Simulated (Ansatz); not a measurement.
Runs of Ansatz 0.2.0 on TaSi2. Symmetry: P6_222, No. 180, hexagonal system. Conventional cell: a = 4.780 Å, b = 4.780 Å, c = 6.564 Å, α = 90.00°, β = 90.00°, γ = 120.00°. Ta (site symmetry 222) is surrounded by 10 Si at 2.59 to 2.76 Å. Si (site symmetry 2) has 5 Si at 2.59 to 2.76 Å and 5 Ta at 2.59 to 2.76 Å as nearest neighbours. 

```tsv
task	cell	k mesh	smearing	points for each segment of the path	gap on the mesh (eV)	pressure (GPa)	relaxed volume (Å³/atom)	largest force (eV/Å)
relaxation of cell and atoms	relaxed	7 × 7 × 4	fermi-dirac 0.05 eV	-	none	0.0	14.65	-
relaxation of cell and atoms	relaxed	5 × 5 × 3	fermi-dirac 0.05 eV	-	none	0.0	14.67	-
band structure	as given	7 × 7 × 4	fermi-dirac 0.05 eV	10	none	3.5	-	0.79
single point	as given	7 × 7 × 4	gaussian 0.011 eV	-	none	3.5	-	(a)
```

Alike in all rows: level PBE; potentials or basis Ansatz PAW; no spin polarisation; cutoff (eV) 420.

Problem. Estimate the missing entries.

Solution. (a) 0.81.

Caveats: the plane-wave basis is chosen anew once the cell has moved, so the energies of steps on either side of that aren't comparable (some runs); the cell's inner coordinates are idealised or old, which leaves forces on the atoms (some runs).

A k mesh can miss the band edges, and the runs leave out spin-orbit coupling on Ta.

A gap of «none» marks a metal or a gap under the smearing width.

Not every run made on this cell is shown here.
